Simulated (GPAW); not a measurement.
Sn:

```
Sn
1.0
    -2.94014    2.94014    1.59930
     2.94014   -2.94014    1.59930
     2.94014    2.94014   -1.59930
Sn
2
Cartesian
  0.0000 0.0000 0.0000
  0.0000 2.9401 0.7997
```

```yaml
Program: GPAW 26.7.0
Task: relaxation of cell and atoms
Functional: PBEsol
Dispersion: D3(BJ)
Potentials_or_basis: PAW data sets generated in the run's folder for this functional
Cutoff: 600 eV
Basis: pw
k_mesh: 7 × 7 × 7
Occupations: fermi-dirac, width 0.05 eV
Spin: no spin polarisation
```

At the start: pressure -4.2 GPa; volume 27.65 Å³/atom.

Q: Where does the relaxation end?

A: Over 7 steps the energy falls by 29.8 meV/atom and the volume is 25.53 Å³/atom (-7.7 %); space group I4_1/amd (No. 141, to 0.05 Å).

The path:
| step | energy change (eV) | largest force (eV/Å) | pressure (GPa) | volume (Å³) |
| --- | --- | --- | --- | --- |
| 1 | 0.0000 | 0.0000 | -4.15 | 55.30 |
| 2 | -0.0201 | 0.0000 | -3.47 | 54.46 |
| 3 | -0.0588 | 0.0000 | 0.53 | 50.68 |
| 4 | -0.0594 | 0.0000 | -0.04 | 51.13 |
| 5 | -0.0594 | 0.0000 | 0.00 | 51.10 |
| 6 | -0.0595 | 0.0000 | 0.07 | 51.04 |
| 7 | -0.0596 | 0.0000 | 0.06 | 51.05 |

Final structure:
```
Sn
1.0
    -2.85468    2.85468    1.56615
     2.85468   -2.85468    1.56615
     2.85468    2.85468   -1.56615
Sn
2
Direct
  0.00000 0.00000 0.00000
  0.75000 0.25000 0.50000
```

Caveat: later steps reuse the first step's grids; pairwise dispersion overbinds metals, which lowers pressure and volume.
